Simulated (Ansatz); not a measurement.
## Reading a calculation: MnO in the NiAs-type structure

Method: PBE, scalar-relativistic; collinear spin; PAW, 420 eV, Γ-centred 12×12×8 mesh, 0.05 eV Gaussian smearing; code Ansatz; PAW files: Ansatz's generated set soft_2.

The start was a prototype's sites filled with these elements. The Crystallography Open Database lists the compound in space groups P63mc, Fm-3m (rock salt), so this is a trial structure.

The relaxed structure (symmetry read at 0.01 Å). It takes space group P6_3/mmc (No. 194, hexagonal). Conventional cell: a = 3.078 Å, b = 3.078 Å, c = 5.300 Å, α = 90.00°, β = 90.00°, γ = 120.00°. Mn (site symmetry -3m) is surrounded by 6 O at 2.22 Å. Around O (site symmetry -6m2) lie 6 Mn at 2.22 Å. (Neighbours are counted to 15 % beyond the shortest distance.)

Problem. What kind of gap is it?

Solution. It is direct, 0.88 eV. Within 0.6 eV of the edges the projected states are 73 % Mn 3d at the top of the valence band and 89 % Mn 3d at the bottom of the conduction band. Both edges belong to the same 3d shell, so the gap lies inside that shell, split by exchange and the crystal field.

Problem. How ionic is it?

Solution. Bader charges against formal ones: Mn +1.34 (+2), O −1.34 (−2). The cations give up 67 % of the formal charge; Bader charges stay under formal ones because the anions' density reaches into the cations' basins.

Problem. How stiff is it, in energy terms?

Solution. B0·V0 = 136.9 GPa × 10.86 Å³ = 9.28 eV/atom sets the scale: near the minimum ΔE ≈ ½ B0 V0 x², with x = V/V0 − 1, and a pressure of 1.4 GPa squeezes the volume by about 1 %. At the ends of the curve: x = −5.4 % predicts 13.7 meV/atom and the run gives 14.9; x = +10.1 % predicts 47.1 meV/atom and the run gives 40.7. Compression costs more and expansion less than the parabola says, since the crystal stiffens as it shrinks; B0′ measures that.

All results together:

```
Volume                                                : 10.87 Å³/atom
Band gap                                              : 0.88 eV
Smallest direct gap                                   : 0.88 eV (over both spins)
Magnetic state                                        : antiferromagnetic
Site spin moments                                     : Mn 3.95, -3.95 μB
Spin moment of the cell                               : 0.00 μB
Bader charges                                         : Mn 1.34; O -1.34 e
Formation energy from the elements (0 K, uncorrected) : -1.20 eV/atom
Bulk modulus (Birch–Murnaghan)                        : 137 GPa
Pressure derivative B0′                               : 3.6
```

Kohn–Sham gaps of semilocal functionals lie under measured ones, often by a third or more. The run wasn't fully tested for a lower electronic state. Site moments are of spin, integrated over atomic spheres.
